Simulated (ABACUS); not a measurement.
The system is InP.

```
In P
1.0
     0.00000    2.93050    2.93050
     2.93050    0.00000    2.93050
     2.93050    2.93050    0.00000
In P
1 1
Direct
  0.00000 0.00000 0.00000
  0.25000 0.25000 0.25000
```

Base run:

```yaml
Program: ABACUS 3.10.1
Functional: PW91
Potentials_or_basis: GBRV ultrasoft 1.5 PBE
Cutoff: 544 eV
Density_cutoff: 4354 eV
Basis: plane waves
k_mesh: 6 × 6 × 6
Occupations: fermi-dirac, width 0.05 eV
Spin: no spin polarisation
```

Its results: band gap on the k mesh 0.64 eV, direct; pressure 2.6 GPa.

Problem. The run is repeated on the same cell with these changes: functional from PW91 to HCTH407; potentials or basis from GBRV ultrasoft 1.5 PBE to Ansatz NC PBE; cutoff from 544 eV to 966 eV; density cutoff from 4354 eV to 3864 eV. What comes out?

Solution. Band gap on the k mesh 1.04 eV, direct; pressure 4.2 GPa.

Caveats: the potentials were made for another functional, which shifts forces and pressure; spin-orbit coupling is left out, which moves the levels of the heavy elements.

A k mesh can miss the band edges.

Not every run made on this cell is shown here.
